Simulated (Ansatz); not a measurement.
# SiGe: an axial (c/a) deformation path

An exercise on one series of results from a longer session: the logs are not shown, and one member is left open.

Program: Ansatz 0.2.0. Level of theory: DFT PBEsol, scalar-relativistic, plane waves, PAW. These are calculated values, not measurements.

1 further run of the same task is left out (set aside as unsound or not needed). Runs told in other sessions of the task aren't counted.

## Starting point

Symmetry: P6_3mc, No. 186, hexagonal system. The conventional cell has a = 3.901 Å, b = 3.901 Å, c = 6.443 Å, α = 90.00°, β = 90.00°, γ = 120.00°. Around Si (site symmetry 3m) lie 4 Ge at 2.39 to 2.41 Å. Ge (site symmetry 3m) is surrounded by 4 Si at 2.39 to 2.41 Å.

Coordinates:

```xyz
4
Lattice="3.9006 0.0000 0.0000 -1.9503 3.3780 0.0000 0.0000 0.0000 6.4434" Properties=species:S:1:pos:R:3 pbc="T T T"
Si    1.9503    1.1260    5.6350
Si    0.0000    2.2520    2.4133
Ge    1.9503    1.1260    3.2246
Ge    0.0000    2.2520    0.0029
```

It goes back to an entry of the Materials Project, which need not be the stable form.

It is the result of an earlier relaxation at this level (volume 21.22 Å³/atom; gap on the mesh: 0.35 eV).

Set-up of the first run:

File input.yaml:

```yaml
crystal:
  lattice:
    - [3.9005968931, 0.0, 0.0]
    - [-1.9502984466, 3.3780159994, 0.0]
    - [0.0, 0.0, 6.4433927721]
  atoms:
    - { symbol: Si, position: [0.6666666667, 0.3333333333, 0.874546342] }
    - { symbol: Si, position: [0.3333333333, 0.6666666667, 0.374546342] }
    - { symbol: Ge, position: [0.6666666667, 0.3333333333, 0.500452658] }
    - { symbol: Ge, position: [0.3333333333, 0.6666666667, 0.000452658] }
basis:
  ecutwfc: 420
kpoints:
  mp_grid: { grid: [12, 12, 6] }
hamiltonian:
  xc: pbesol
scf:
  occupations: { method: gaussian, width: 0.03 }
output:
  forces: true
  stress: true
  eigenvalues: true
```

On the command line:

```bash
$ ansatz run input.yaml --threads 1 --pin off --max-ram 2560MiB --backend cpu --events-out ev --progress --plain --runs-dir out
```

Steps of the session up to this table: The undisturbed cell; ρ = 0.850; ρ = 1.200; ρ = 0.920; Point ρ = 1.100; At ρ = 0.960; ρ = 1.050; ρ = 0.800; Point ρ = 1.300.

One table of the session follows, with a row left open; its other results are not shown here.

Collected from the runs (energy zero: the undisturbed cell):

| ρ | ΔE (meV/atom) | pressure (GPa) | gap on the mesh (eV) |
| --- | --- | --- | --- |
| 0.800 | 538.5 | 8.0 | 0.00 |
| 0.850 | 274.4 | 4.2 | 0.00 |
| 0.920 | 67.8 | 1.1 | 0.00 |
| 0.960 | 15.8 | 0.3 | 0.00 |
| 1.000 | 0.0 | 0.0 | 0.35 |
| 1.050 | ? | ? | ? |
| 1.100 | 75.3 | 1.1 | 0.11 |
| 1.200 | 246.7 | 3.7 | 0.00 |
| 1.300 | 448.7 | 7.0 | 0.00 |

Q: Estimate the row for ρ = 1.050 from the others.

Worked estimate for «ΔE (meV/atom)». A straight line through the neighbours (1.000, 0.0) and (1.100, 75.3) gives 0.0 + (75.3 − 0.0) × (1.050 − 1.000) / (1.100 − 1.000) = 37.6; a parabola fitted to 4 rows on both sides gives 25.1.

**Answer.** ΔE (meV/atom): 20.6; pressure (GPa): 0.3; gap on the mesh (eV): 0.29. In «ΔE (meV/atom)» the line misses by +17.0 and the parabola by +4.5.

Where the gap reads zero, the mesh chosen for the insulator is on the coarse side.
